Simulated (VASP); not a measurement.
A run of VASP 6.6.1:

File INCAR:

```
PREC = Accurate ; ENCUT = 520
EDIFF = 1E-7 ; ISMEAR = -1
SIGMA = 0.1 ; LREAL = False
LASPH = True ; NELM = 60
ALGO = Normal ; ISIF = 2
LWAVE = False ; LCHARG = False
GGA = RE ; NBANDS = 20
```

Contents of KPOINTS:

```
Automatic mesh
0
Gamma
  11 11 5
```

The input POSCAR:

```
Se
1.0
    3.7984713399      0.0000000000      0.0000000000
   -1.8992356700      3.2895726759      0.0000000000
    0.0000000000      0.0000000000      7.1592485967
Se
4
Direct
    0.0000000000      0.0000000000      1.0000000000
    1.0000000000      1.0000000000      0.5000000000
    0.3333333333      0.6666666667      0.2500000000
    0.6666666667      0.3333333333      0.7500000000
```

Potentials or basis: VASP PAW PBE potentials, release 64 (Se).

Launch:

```sh
$ cat potpaw_PBE.64/Se/POTCAR > POTCAR
$ mpirun -np 1 vasp_std > vasp.out
```

Hardware: 1 thread of AMD EPYC 9R45 96-Core Processor (Zen 5) (shared host).

Question: How long does it take, and how much memory?

Answer: Wall time 37 s on 1 thread of AMD EPYC 9R45 96-Core Processor (Zen 5), on a shared host, peak memory 0.19 GiB. Counts: scf iterations 13, k points 48.
